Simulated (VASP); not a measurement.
# Se: molecular dynamics with a thermostat

Se, Cmcm (no. 63), 8 atoms in the cell. PBE, molecular dynamics; PAW potentials Se (PBE set).

Ensemble: Nose-Hoover chain; Target temperature (K): 600.

## Input

INCAR:
```
GGA      = PE             # functional
PREC     = Normal         # precision mode
ENCUT    = 210            # plane-wave cutoff, eV
EDIFF    = 1E-6           # SCF threshold, eV
NELMIN   = 4            
NELM     = 60             # most SCF steps
ALGO     = Fast           # electronic algorithm
LREAL    = Auto         
LASPH    = True           # aspherical terms in the spheres
ISMEAR   = -1             # smearing method
SIGMA    = 0.05           # smearing width, eV
ISYM     = 0            
LWAVE    = False          # write WAVECAR
LCHARG   = False          # write CHGCAR
IBRION   = 0              # ionic algorithm
NSW      = 60             # ionic steps
POTIM    = 3.0            # step
TEBEG    = 600          
ISIF     = 2              # what is computed and relaxed
RANDOM_SEED= 516761 0 0   
MDALGO   = 4            
NHC_NCHAINS= 3            
NHC_PERIOD= 30           
KPAR     = 2             
```

KPOINTS:
```
k-points
0
Gamma
  2 2 3
```

POSCAR:
```
Se
1.0
    5.5770777200      0.0000000000      0.0000000000
    0.0000000000      8.0780055300      0.0000000000
    0.0000000000      0.0000000000      4.6134314000
Se
8
Direct
    0.2500000000      0.4356553200      0.7500000000
    0.7500000000      0.4356553200      0.7500000000
    0.0000000000      0.0643446800      0.2500000000
    0.5000000000      0.0643446800      0.2500000000
    0.0000000000      0.9356553200      0.7500000000
    0.5000000000      0.9356553200      0.7500000000
    0.2500000000      0.5643446800      0.2500000000
    0.7500000000      0.5643446800      0.2500000000
```

Commands:
```
cat potpaw_PBE.64/Se/POTCAR > POTCAR
mpirun -np 2 vasp_std > vasp.out
```

## Result

- Mean temperature (K): 479
- Spread of the conserved energy (meV/atom): 0.16
- Rise of the mean potential energy above the start (meV/atom): 28.6
- Electronic steps per ionic step after the first: 4.5

Course of the run:

| Time (fs) | Temperature (K) | Potential energy less the first (meV/atom) | Conserved energy less the first (meV/atom) |
|---|---|---|---|
| 3 | 605 | 0.0 | 0.00 |
| 18 | 611 | -0.7 | -0.02 |
| 30 | 561 | 4.8 | -0.02 |
| 45 | 470 | 15.3 | -0.03 |
| 57 | 389 | 24.9 | -0.05 |
| 72 | 277 | 38.8 | -0.06 |
| 84 | 210 | 47.9 | -0.02 |
| 99 | 258 | 45.3 | -0.02 |
| 111 | 399 | 33.9 | -0.06 |
| 126 | 543 | 27.4 | -0.05 |
| 138 | 579 | 32.5 | 0.01 |
| 153 | 615 | 38.3 | 0.02 |
| 165 | 634 | 42.5 | 0.05 |
| 180 | 650 | 46.3 | 0.06 |

REPORT:
```
MDALGO =   4
           NHC_NCHAINS =   3
            NHC_PERIOD =    30
            NHC_NRESPA =    1
                NHC_NS =  1
               SCALING =       0
                 CNEXP =     9.000   14.000
           RANDOM_SEED =            516761                0                0

   original number of atomic DOF:         21
   number of independent constraints:      0
   number of active DOF:                  21

========================================
         MD step No.       1
========================================

  Atomic velocities initialized by STEP_tb

  >Nose-Hoover_chains
                       xs       vs(fs^-1)
   nhc_s>   0.10950276E-05   0.14598831E-05
   nhc_s>  -0.13889371E-03  -0.18519801E-03
   nhc_s>  -0.13888889E-03  -0.18515946E-03

  >Energies
                    E_tot             E_pot             E_kin               EPS                ES
   e_b>   -0.25767261E+02   -0.26314437E+02    0.54717425E+00    0.14370682E-04   -0.13173588E-04

  >Temperature
               T_sim     T_inst
   tmprt>    600.000    604.729

           RANDOM_SEED =            516761               48                0

[... steps left out ...]

========================================
         MD step No.      60
========================================

  >Nose-Hoover_chains
                       xs       vs(fs^-1)
   nhc_s>  -0.48634434E+00  -0.20717215E-02
   nhc_s>   0.32754723E+00   0.24284699E-01
   nhc_s>  -0.93971731E+00   0.56564416E-02

  >Energies
                    E_tot             E_pot             E_kin               EPS                ES
   e_b>   -0.25766757E+02   -0.25943883E+02    0.58777680E+00    0.14906830E+00   -0.55971995E+00

  >Temperature
               T_sim     T_inst
   tmprt>    600.000    649.602

           RANDOM_SEED =            516761               48                0
```

OSZICAR:
```
N       E                     dE             d eps       ncg     rms          rms(c)
DAV:   1     0.179853884701E+03    0.17985E+03   -0.11858E+04   464   0.676E+02
DAV:   2    -0.123050760082E+02   -0.19216E+03   -0.18396E+03   619   0.170E+02
DAV:   3    -0.259992442647E+02   -0.13694E+02   -0.13423E+02   550   0.504E+01
DAV:   4    -0.263479232050E+02   -0.34868E+00   -0.34542E+00   671   0.746E+00
DAV:   5    -0.263526221805E+02   -0.46990E-02   -0.46886E-02   569   0.737E-01    0.113E+01
RMM:   6    -0.263205869312E+02    0.32035E-01   -0.29578E-02   464   0.860E-01    0.687E+00
RMM:   7    -0.263149827812E+02    0.56041E-02   -0.52368E-02   465   0.127E+00    0.212E-01
RMM:   8    -0.263142242924E+02    0.75849E-03   -0.82024E-03   475   0.377E-01    0.627E-02
RMM:   9    -0.263144054182E+02   -0.18113E-03   -0.12257E-03   507   0.129E-01    0.577E-02
RMM:  10    -0.263144205808E+02   -0.15163E-04   -0.20751E-04   513   0.532E-02    0.230E-02
RMM:  11    -0.263144354203E+02   -0.14840E-04   -0.61280E-05   501   0.349E-02    0.703E-03
RMM:  12    -0.263144365771E+02   -0.11568E-05   -0.16995E-05   466   0.128E-02    0.316E-03
[... left out ...]
     58 T=   638. E= -.25762375E+02 F= -.25949409E+02 E0= -.25919855E+02  EK= 0.58188E+00 SP= -.55E+00 SK= 0.16E+00
     59 T=   643. E= -.25762754E+02 F= -.25945568E+02 E0= -.25916102E+02  EK= 0.58587E+00 SP= -.56E+00 SK= 0.15E+00
[... last step whole ...]
       N       E                     dE             d eps       ncg     rms          rms(c)
DAV:   1    -0.259438785330E+02    0.16903E-02   -0.16908E-02   811   0.181E+00    0.273E-02
RMM:   2    -0.259438869660E+02   -0.84331E-05   -0.21024E-04   464   0.625E-02    0.171E-02
RMM:   3    -0.259438833441E+02    0.36219E-05   -0.28792E-05   477   0.239E-02    0.965E-03
RMM:   4    -0.259438825249E+02    0.81918E-06   -0.95353E-06   434   0.120E-02
     60 T=   650. E= -.25763172E+02 F= -.25943883E+02 E0= -.25914707E+02  EK= 0.59136E+00 SP= -.56E+00 SK= 0.15E+00
```

Limits: 180 fs of 8 atoms are too short for converged averages; the cell is only 4.6 Å across, so each atom moves in step with near copies of itself.

VASP 6.6.1 took 270 s on 2 cores (Intel Xeon Platinum 8375C @ 2.90GHz (Ice Lake)), a shared host.
